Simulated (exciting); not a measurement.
# SiO2 (Quartz): the Si L₂,₃ edge from the Bethe–Salpeter equation, part 2 of 3

How far do the exchange and direct terms reshape the Si L₂,₃ edge of SiO2 (Quartz)?

exciting sodium; X-ray absorption, core-level Bethe-Salpeter equation, exchange and statically screened direct term, Tamm-Dancoff, all-electron LAPW+lo PBEsol.

So far. Step 3 (A richer basis for the empty states): Against the first ground state the total energy moves by -9 meV an atom and the gap by 0.00 eV.

### Step 4. Screening, kernels and BSE for Si atom 1

The absorber has 4 O at 1.61 Å (tetrahedral, site symmetry 2).

Input file input.xml:

```
<input>
  <title>SiO2</title>
  <structure speciespath="." autormt="false" epslat="1.0e-5">
    <crystal>
      <basevect>9.2895156817 0.0000000000 0.0000000000</basevect>
      <basevect>-4.6447578409 8.0449565692 0.0000000000</basevect>
      <basevect>0.0000000000 0.0000000000 10.2217175788</basevect>
    </crystal>
    <species speciesfile="Si.xml" rmt="1.708">
      <atom coord="0.4697000000 0.4697000000 0.0000000000"/>
      <atom coord="0.0000000000 0.5303000000 0.6666666667"/>
      <atom coord="0.5303000000 0.0000000000 0.3333333333"/>
    </species>
    <species speciesfile="O.xml" rmt="1.238">
      <atom coord="0.8538000000 0.2680000000 0.4523333333"/>
      <atom coord="0.7320000000 0.5858000000 0.7856666667"/>
      <atom coord="0.4142000000 0.1462000000 0.1190000000"/>
      <atom coord="0.2680000000 0.8538000000 0.5476666667"/>
      <atom coord="0.5858000000 0.7320000000 0.2143333333"/>
      <atom coord="0.1462000000 0.4142000000 0.8810000000"/>
    </species>
  </structure>
  <groundstate do="skip" xctype="GGA_PBE_SOL" ngridk="3 3 3" rgkmax="6.5" gmaxvr="14" nempty="8" swidth="0.001" maxscl="100" epsengy="1e-5"/>
  <xs xstype="BSE" ngridk="3 3 2" ngridq="3 3 2" vkloff="0.097 0.273 0.493" rgkmax="6.5" nempty="42" gqmax="3" lmaxapwwf="5" lmaxemat="3" broad="0.01654" tevout="true">
    <energywindow intv="3.002 4.642" points="446"/>
    <screening screentype="full" nempty="70"/>
    <BSE xas="true" xasspecies="1" xasatom="1" xasedge="L23" bsetype="singlet" nstlxas="1 38"/>
    <qpointset>
      <qpoint>0 0 0</qpoint>
    </qpointset>
    <plan>
      <doonly task="xsgeneigvec"/>
      <doonly task="writepmatxs"/>
      <doonly task="scrgeneigvec"/>
      <doonly task="scrwritepmat"/>
      <doonly task="screen"/>
      <doonly task="scrcoulint"/>
    </plan>
  </xs>
</input>
```

Input file input.xml for the exchange start (cutoff and plan only):

```
  gqmax="2.5"
  <plan>
    <doonly task="exccoulint"/>
  </plan>
```

Input file input.xml for the last start (plan only):

```
  <plan>
    <doonly task="bse"/>
  </plan>
```

Run with:

```sh
> OMP_NUM_THREADS=1 mpirun -n 4 exciting
> OMP_NUM_THREADS=1 mpirun -n 4 exciting
> OMP_NUM_THREADS=4 exciting
```

Numbers of over 12 decimals in the logs are rounded to 6 here.

The log of the run:

```text
| EXCITING SODIUM started for task xsgeneigvec ( 301)                          =
One-shot GS runs for BSE calculations
One-shot GS runs for k+qmt/2 grids
Info(xsgeneigvec): Generating eigenvectors for Q-point      1
Info(xsgeneigvec): Generation of eigenvectors finished
| EXCITING SODIUM started for task writepmatxs ( 320)                          =
Info(writepmatxs): Momentum matrix elements finished
| EXCITING SODIUM started for task scrgeneigvec ( 401)                         =
One-shot GS runs for BSE calculations
One-shot GS runs for k+qmt/2 grids
Info(xsgeneigvec): Generating eigenvectors for Q-point      1
Using screening GS parameters.
Info(xsgeneigvec): Generation of eigenvectors finished
| EXCITING SODIUM started for task scrwritepmat ( 420)                         =
Info(writepmatxs): Momentum matrix elements finished
Info(scrwritepmat): Momentum matrix elements for screening finished
| EXCITING SODIUM started for task screen ( 430)                               =
Info(screenlauncher): Calculating screening for unshifted q-grid.
Info(screenlauncher): Number of q points:       8
Info(screenlauncher): lowest (partially)  unoccupied state:     25
Info(screenlauncher): highest (partially) occupied state  :     24
Info(screenlauncher): number of occupied states considered:   24
Info(screenlauncher): number of unoccupied states considered:   71
Info(screenlauncher): Starting loop over q-points
Info(screenlauncher): Screening for unshifted q-grid finished
Info(screenlauncher): Screening finished
| EXCITING SODIUM started for task scrcoulint ( 440)                           =
Info(scrcoulintlauncher): Setting up screened Coulomb interaction matrix W.
Info(scrcoulintlauncher): Using momentum transfer vectors from list :   1 to  1
Info(scrcoulintlauncher): Calculating screened Coulomb interaction matrix W
Info(scrcoulintlauncher): Momentum transfer list index: iqmt=  1
Info(scrcoulintlauncher): Momentum transfer: vqmtl=   0.000   0.000   0.000
Info(scrcoulintlauncher): Calculating RR block of W
Info(scrcoulint): Inspecting occupations...
Info(setranges_modxs): Number of non-reduced k-points:       18
Info(setranges_modxs): Number of states considered:       67
Info(setranges_modxs): Number of (partially) occupied states:       10
Info(setranges_modxs): Highest (partially) occupied states:       24
Info(setranges_modxs): Number of (partially) unoccupied states:       43
Info(setranges_modxs): Lowest (partially) unoccupied states:       25
Info(scrcoulint): Selecting transitions...
Info(select_transitions): Inspecting transitions in the  band interval:
  lowest occupied state:   5
  highest occupied state:  10
  lowest unoccupied state:  25
  highest unoccupied state:  62
  Opening gap with a scissor of:      0.000/H      0.000/eV
Info(select_transitions): Number of participating transitions:    4104
Info(scrcoulint): Size of file SCCLI will be about     0.132460 GB
Info(scrcoulint): Using q-grid
Info(scrcoulint): Number of reduced q-points:      8
Info(scrcoulint): Number of non-reduced q-points:     18
Info(scrcoulint): Calculating W(G1,G2,qr) fourier coefficients
Info(scrcoulint): Calculating W matrix elements
Info(scrcoulintlauncher): Screened coulomb interaction finished for iqmt=   1
| EXCITING SODIUM started for task exccoulint ( 441)                           =
Info(exccoulintlauncher): Setting up exchange interaction matrix V.
Info(exccoulintlauncher): Using momentum transfer vectors from list :   1 to  1
Info(exccoulintlauncher):Calculating exchange interaction matrix V
Info(exccoulintlauncher): Momentum transfer list index: iqmt=  1
Info(exccoulintlauncher): Momentum transfer: vqmtl=   0.000   0.000   0.000
Info(exccoulintlauncher): Calculating RR block of V
Info(exccoulint): Inspecting occupations...
Info(setranges_modxs): Number of non-reduced k-points:       18
Info(setranges_modxs): Number of states considered:       67
Info(setranges_modxs): Number of (partially) occupied states:       10
Info(setranges_modxs): Highest (partially) occupied states:       24
Info(setranges_modxs): Number of (partially) unoccupied states:       43
Info(setranges_modxs): Lowest (partially) unoccupied states:       25
Info(exccoulint): Selecting transitions...
Info(select_transitions): Inspecting transitions in the  band interval:
  lowest occupied state:   5
  highest occupied state:  10
  lowest unoccupied state:  25
  highest unoccupied state:  62
  Opening gap with a scissor of:      0.000/H      0.000/eV
Info(select_transitions): Number of participating transitions:    4104
Info(exccoulint): Size of file EXCLI will be about     0.132460 GB
Info(exccoulint): Generating plane wave matrix elements for momentum transfer iqmt=   1
  Timing (in seconds)	   :     741.876
Info(exccoulint): Generating V matrix elements
Info(exccoulint): Zeroing Coulomb potential at G+qmt index:  1
Info(exccoulintlauncher): Exchange interaction finished for iqmt=   1
| EXCITING SODIUM started for task bse ( 445)                                  =
Info(bselauncher): Init time:    0.438405
Info(bselauncher): Setting up and diagonalizing BSE Hamiltonian.
Info(bselauncher): Using momentum transfer vectors from list :   1 to  1
Info(bselauncher): Distributing qmt-points over   1 processes.
Info(bselauncher): BSE type: singlet
Info(bselauncher): Momentum transfer list index: iqmt=  1
Info(bselauncher): Momentum transfer: vqmtl=   0.000   0.000   0.000
Info(bse): Inspecting occupations...
Info(setranges_modxs): Number of non-reduced k-points:       18
Info(setranges_modxs): Number of states considered:       67
Info(setranges_modxs): Number of (partially) occupied states:       10
Info(setranges_modxs): Highest (partially) occupied states:       24
Info(setranges_modxs): Number of (partially) unoccupied states:       43
Info(setranges_modxs): Lowest (partially) unoccupied states:       25
Info(select_transitions): Inspecting transitions in the  band interval:
  lowest occupied state:   5
  highest occupied state:  10
  lowest unoccupied state:  25
  highest unoccupied state:  62
  Opening gap with a scissor of:      0.000/H      0.000/eV
Info(select_transitions): Number of participating transitions:    4104
Info(bse): Selecting transitions...
Info(bse):bsegap (eV):    94.424422
Info(bse): Assembling BSE matrix
  RR/RA blocks of global BSE-Hamiltonian:
  Size of the Hamiltonian:    4104
  Number of k-points:      18
  Distributing matrix to   1 processes
  Local matrix shape   4104 x  4104
Info(bse): max local RAM needed for BSE matrices ~     0.250978 GB
Info(setup_bse_block): Setting up RR part of hamiltonian
Info(setup_bse_block): Singlet spin state
Info(bse): Diagonalizing RR Hamiltonian (TDA)
Info(bse): Invoking Lapack routine ZHEEVR
      4104 eigen solutions found in the interval:
         i1=       1 i2=    4104
Info(bse): Writing excition energies and oscillator strengths to text file.
Info(makespectrum_dist): Making spectrum using formula for coupling with time reversed AR basis.
Info(makespectrum_dist): Using formalism for vanishing momentum transfer.
Info(writederived): Writing quantities derived from the macroscopic dielectric function.
Info(bselauncher): Spectrum finished for iqmt=  1
Info(bselauncher): All done for BSE type singlet
```

It took 20 min on 4 MPI ranks of Arm Neoverse V1, shared host.

Wall time by task: xsgeneigvec 57 s, writepmatxs 7.2 s, scrgeneigvec 60 s, scrwritepmat 8.7 s, screen 2.3 min, scrcoulint 2.5 min, exccoulint 12 min, bse 34 s.

The Si L₂,₃ spectrum of Si atom 1 (energy from the Kohn–Sham onset, core level to the lowest empty state found on the meshes used, 93.68 eV; the ground-state mesh sets it, and the shifted mesh has its lowest transition 0.74 eV above it; Im ε scaled to the maximum of the singlet run; cut below the end of the band set):

```csv
E (eV),isotropic,ε ⊥ c,ε ∥ c
-6.5,0.02,0.02,0.02
-6.0,0.03,0.03,0.03
-5.5,0.03,0.03,0.03
-5.0,0.04,0.04,0.04
-4.5,0.05,0.05,0.05
-4.0,0.07,0.07,0.07
-3.5,0.10,0.11,0.10
-3.0,0.18,0.18,0.17
-2.5,0.38,0.39,0.36
-2.0,0.90,0.92,0.86
-1.5,0.89,0.91,0.85
-1.0,0.84,0.86,0.82
-0.5,1.00,1.00,0.98
0.0,0.91,0.93,0.88
0.5,0.67,0.68,0.65
1.0,0.48,0.46,0.51
1.5,0.38,0.38,0.40
2.0,0.39,0.39,0.39
2.5,0.43,0.43,0.43
3.0,0.45,0.44,0.48
3.5,0.46,0.44,0.48
4.0,0.49,0.47,0.51
4.5,0.52,0.50,0.55
5.0,0.60,0.60,0.59
5.5,0.75,0.78,0.67
6.0,0.84,0.90,0.74
6.5,0.78,0.80,0.74
7.0,0.62,0.62,0.63
7.5,0.50,0.48,0.55
8.0,0.44,0.40,0.50
8.5,0.40,0.36,0.47
9.0,0.38,0.36,0.43
9.5,0.39,0.38,0.42
10.0,0.38,0.36,0.40
10.5,0.35,0.34,0.36
11.0,0.34,0.35,0.33
11.5,0.32,0.33,0.29
12.0,0.31,0.33,0.27
12.5,0.31,0.33,0.26
13.0,0.33,0.35,0.30
13.5,0.36,0.36,0.34
14.0,0.35,0.35,0.34
14.5,0.33,0.33,0.32
15.0,0.34,0.34,0.34
15.5,0.36,0.36,0.36
16.0,0.35,0.35,0.35
16.5,0.33,0.34,0.32
17.0,0.31,0.32,0.30
```

Maxima (height): -1.9 eV (0.96), -0.5 eV (1.00), 6.1 eV (0.85), 13.6 eV (0.36) and 15.5 eV (0.36).

The Hamiltonian has 4104 rows. The lowest groups of eigenvalues and the brightest ones, on the scale above (the program counts from the shifted mesh's onset, 0.74 eV higher). Core spinors bring spin-forbidden partners, so dark means forbidden by spin or by symmetry, and the shifted mesh splits states that symmetry would keep together:

```csv
energy (eV),states within 10 meV,relative strength
-1.937,2,0.24
-1.924,2,1.00
-1.292,2,0.70
-0.769,1,0.0037
-0.650,2,0.076
-0.630,1,0.26
-0.609,2,0.23
-0.224,2,0.14
0.031,2,0.19
```

### Step 5. Independent particles

Changes to input.xml since step 4:

```diff
@@ -26,3 +26,3 @@
     <screening screentype="full" nempty="70"/>
-    <BSE xas="true" xasspecies="1" xasatom="1" xasedge="L23" bsetype="singlet" nstlxas="1 38"/>
+    <BSE xas="true" xasspecies="1" xasatom="1" xasedge="L23" bsetype="IP" nstlxas="1 38"/>
     <qpointset>
@@ -31,8 +31,3 @@
     <plan>
-      <doonly task="xsgeneigvec"/>
-      <doonly task="writepmatxs"/>
-      <doonly task="scrgeneigvec"/>
-      <doonly task="scrwritepmat"/>
-      <doonly task="screen"/>
-      <doonly task="scrcoulint"/>
+      <doonly task="bse"/>
     </plan>
```

Run with:

```sh
> OMP_NUM_THREADS=4 exciting
```

The log of the run:

```text
| EXCITING SODIUM started for task bse ( 445)                                  =
Info(bselauncher): Init time:    0.452867
Info(bselauncher): Setting up and diagonalizing BSE Hamiltonian.
Info(bselauncher): Using momentum transfer vectors from list :   1 to  1
Info(bselauncher): Distributing qmt-points over   1 processes.
Info(bselauncher): BSE type: IP
Info(bselauncher): Momentum transfer list index: iqmt=  1
Info(bselauncher): Momentum transfer: vqmtl=   0.000   0.000   0.000
Info(bse): Inspecting occupations...
Info(setranges_modxs): Number of non-reduced k-points:       18
[...]
highest unoccupied state:  62
  Opening gap with a scissor of:      0.000/H      0.000/eV
Info(select_transitions): Number of participating transitions:    4104
Info(bse): Selecting transitions...
Info(bse):bsegap (eV):    94.424422
Info(bse): IP requested, nothing much to do
Info(bse): Writing excition energies and oscillator strengths to text file.
Info(makespectrum_dist): Making spectrum using formula for coupling with time reversed AR basis.
Info(makespectrum_dist): Using formalism for vanishing momentum transfer.
Info(writederived): Writing quantities derived from the macroscopic dielectric function.
Info(bselauncher): Spectrum finished for iqmt=  1
Info(bselauncher): All done for BSE type IP
```

The job ended after 1.5 s (4 threads).

Maxima (height): 6.4 eV (0.70), 9.7 eV (0.70), 11.4 eV (0.61), 13.3 eV (0.50) and 15.3 eV (0.59). The spectrum differs from the singlet run by 71 % r.m.s. Moving the earlier curve by +6.1 eV leaves 32 %. The highest maximum lies at 6.4 eV (0.70), against -0.5 eV (1.00).

### Step 6. Exchange alone

Changes to input.xml since step 5:

```diff
@@ -26,3 +26,3 @@
     <screening screentype="full" nempty="70"/>
-    <BSE xas="true" xasspecies="1" xasatom="1" xasedge="L23" bsetype="IP" nstlxas="1 38"/>
+    <BSE xas="true" xasspecies="1" xasatom="1" xasedge="L23" bsetype="RPA" nstlxas="1 38"/>
     <qpointset>
```

Run with:

```sh
> OMP_NUM_THREADS=4 exciting
```

The log of the run:

```text
| EXCITING SODIUM started for task bse ( 445)                                  =
Info(bselauncher): Init time:    0.448536
Info(bselauncher): Setting up and diagonalizing BSE Hamiltonian.
Info(bselauncher): Using momentum transfer vectors from list :   1 to  1
Info(bselauncher): Distributing qmt-points over   1 processes.
Info(bselauncher): BSE type: RPA
Info(bselauncher): Momentum transfer list index: iqmt=  1
Info(bselauncher): Momentum transfer: vqmtl=   0.000   0.000   0.000
Info(bse): Inspecting occupations...
Info(setranges_modxs): Number of non-reduced k-points:       18
[...]
Info(setup_bse_block): Setting up RR part of hamiltonian
Info(setup_bse_block): Using RPA approximation
Info(bse): Diagonalizing RR Hamiltonian (TDA)
Info(bse): Invoking Lapack routine ZHEEVR
      4104 eigen solutions found in the interval:
         i1=       1 i2=    4104
Info(bse): Writing excition energies and oscillator strengths to text file.
Info(makespectrum_dist): Making spectrum using formula for coupling with time reversed AR basis.
Info(makespectrum_dist): Using formalism for vanishing momentum transfer.
Info(writederived): Writing quantities derived from the macroscopic dielectric function.
Info(bselauncher): Spectrum finished for iqmt=  1
Info(bselauncher): All done for BSE type RPA
```

The job ended after 34 s (4 threads).

Maxima (height): 6.4 eV (0.68), 9.7 eV (0.69), 11.5 eV (0.60), 13.3 eV (0.50) and 15.3 eV (0.60). The spectrum differs from the independent-particle run by 3 % r.m.s. The highest maximum lies at 9.7 eV (0.69), against 6.4 eV (0.70).

### Step 7. Another input

In this try the input is made faulty on purpose, to show what that does.

Changes to input.xml since step 6:

```diff
@@ -23,6 +23,6 @@
   <groundstate do="skip" xctype="GGA_PBE_SOL" ngridk="3 3 3" rgkmax="6.5" gmaxvr="14" nempty="8" swidth="0.001" maxscl="100" epsengy="1e-5"/>
-  <xs xstype="BSE" ngridk="3 3 2" ngridq="3 3 2" vkloff="0.097 0.273 0.493" rgkmax="6.5" nempty="42" gqmax="3" lmaxapwwf="5" lmaxemat="3" broad="0.01654" tevout="true">
+  <xs xstype="BSE" ngridk="3 3 2" ngridq="3 3 2" vkloff="0.097 0.273 0.493" rgkmax="6.5" nempty="42" gqmax="0.6" lmaxapwwf="5" lmaxemat="3" broad="0.01654" tevout="true">
     <energywindow intv="3.002 4.642" points="446"/>
     <screening screentype="full" nempty="70"/>
-    <BSE xas="true" xasspecies="1" xasatom="1" xasedge="L23" bsetype="RPA" nstlxas="1 38"/>
+    <BSE xas="true" xasspecies="1" xasatom="1" xasedge="L23" bsetype="singlet" nstlxas="1 38"/>
     <qpointset>
@@ -31,3 +31,6 @@
     <plan>
-      <doonly task="bse"/>
+      <doonly task="xsgeneigvec"/>
+      <doonly task="screen"/>
+      <doonly task="scrcoulint"/>
+      <doonly task="exccoulint"/>
     </plan>
```

Input file input.xml for the last start (plan only):

```
  <plan>
    <doonly task="bse"/>
  </plan>
```

Run with:

```sh
> OMP_NUM_THREADS=1 mpirun -n 4 exciting
> OMP_NUM_THREADS=4 exciting
```

The log of the run:

```text
| EXCITING SODIUM started for task xsgeneigvec ( 301)                          =
One-shot GS runs for BSE calculations
One-shot GS runs for k+qmt/2 grids
Info(xsgeneigvec): Generating eigenvectors for Q-point      1
Info(xsgeneigvec): Generation of eigenvectors finished
| EXCITING SODIUM started for task screen ( 430)                               =
Info(screenlauncher): Calculating screening for unshifted q-grid.
Info(screenlauncher): Number of q points:       8
Info(screenlauncher): lowest (partially)  unoccupied state:     25
[...]
Info(setup_bse_block): Setting up RR part of hamiltonian
Info(setup_bse_block): Singlet spin state
Info(bse): Diagonalizing RR Hamiltonian (TDA)
Info(bse): Invoking Lapack routine ZHEEVR
      4104 eigen solutions found in the interval:
         i1=       1 i2=    4104
Info(bse): Writing excition energies and oscillator strengths to text file.
Info(makespectrum_dist): Making spectrum using formula for coupling with time reversed AR basis.
Info(makespectrum_dist): Using formalism for vanishing momentum transfer.
Info(writederived): Writing quantities derived from the macroscopic dielectric function.
Info(bselauncher): Spectrum finished for iqmt=  1
Info(bselauncher): All done for BSE type singlet
```

Wall time 4.2 min (4 MPI ranks).

Wall time by task: xsgeneigvec 58 s, screen 74 s, scrcoulint 80 s, exccoulint 4.6 s, bse 34 s.

The input has a fault: the cutoff of the kernels is far too low. Against the singlet run the r.m.s. difference is 57 %. Moving the earlier curve by +2.6 eV leaves 28 %. The highest maximum lies at 1.3 eV (0.94), against -0.5 eV (1.00). The first bright state moves from -1.94 to -1.01 eV. The kernels miss the short-range part of the Coulomb interaction, its components above their cutoff.

```csv
E (eV),first run,this run
-6.0,0.03,0.01
-5.0,0.04,0.02
-4.0,0.07,0.02
-3.0,0.18,0.04
-2.0,0.90,0.07
-1.0,0.84,0.23
0.0,0.91,0.31
1.0,0.48,0.88
2.0,0.39,0.74
3.0,0.45,0.59
4.0,0.49,0.60
5.0,0.60,0.56
6.0,0.84,0.58
7.0,0.62,0.73
8.0,0.44,0.59
9.0,0.38,0.50
10.0,0.38,0.49
11.0,0.34,0.45
12.0,0.31,0.43
13.0,0.33,0.44
14.0,0.35,0.48
15.0,0.34,0.42
16.0,0.35,0.47
17.0,0.31,0.43
```

(Continued in part 3 of 3.)

[Banner, clock and machine lines of the logs are left out without a mark of their own.]

[Logs are printed without paths, hosts, clocks, repeated set-up lines and the standing remarks that a program may print on its own settings, such as how far it seeks lower states.]

[Hosts, paths, dates, database ids (printed as entryN), source tags and the programs' standing remarks are cut or masked in the printed files.]
